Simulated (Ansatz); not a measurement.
Relaxed bulk WC:

```cif
data_structure
_symmetry_space_group_name_H-M 'P 1'
_symmetry_Int_Tables_number 1
_cell_length_a 2.9218
_cell_length_b 2.9218
_cell_length_c 2.8471
_cell_angle_alpha 90.000
_cell_angle_beta 90.000
_cell_angle_gamma 120.000
_cell_volume 21.05
loop_
_atom_site_label
_atom_site_type_symbol
_atom_site_fract_x
_atom_site_fract_y
_atom_site_fract_z
_atom_site_occupancy
W1 W 0.00000 0.00000 0.00000 1
C1 C 0.66667 0.33333 0.50000 1
```

Miller indices refer to the conventional cell of P-6m2 (No. 187), a = 2.922 Å, b = 2.922 Å, c = 2.847 Å, α = 90.00°, β = 90.00°, γ = 120.00°.

Consider the (101) slab of 12 planes, 9.8 Å thick with 15 Å of vacuum as cut; outer planes C (top) and W (bottom), all atoms relaxed.

The calculation used DFT PBE, scalar-relativistic, plane waves, PAW in Ansatz 0.2.0. Cutoff 420 eV; k points 13×9×1 on the computed 12-atom cell (Γ-centred); Gaussian smearing, width 0.10 eV; no spin polarisation. A dipole correction removes the field between periodic images along c.

The work function read from the bulk's Fermi level differs by 0.18 eV, so the slab's middle doesn't match the bulk reference (too thin, or relaxed to another structure or magnetic state).

Q: Give the surface energy (mean of both faces).

A: 3.80 J/m².

Q: Give the work function.

A: 4.45 eV (top), 4.07 eV (bottom).

Q: Predict the dipole of the slab along +c, per cell.

A: -0.02 e·Å.

Q: The top two planes lie 0.315 Å apart in the bulk. How does relaxation change this?

A: The spacing becomes 0.280 Å (-11.0 %).

Spin-orbit coupling is left out, which matters for the bands of heavy elements.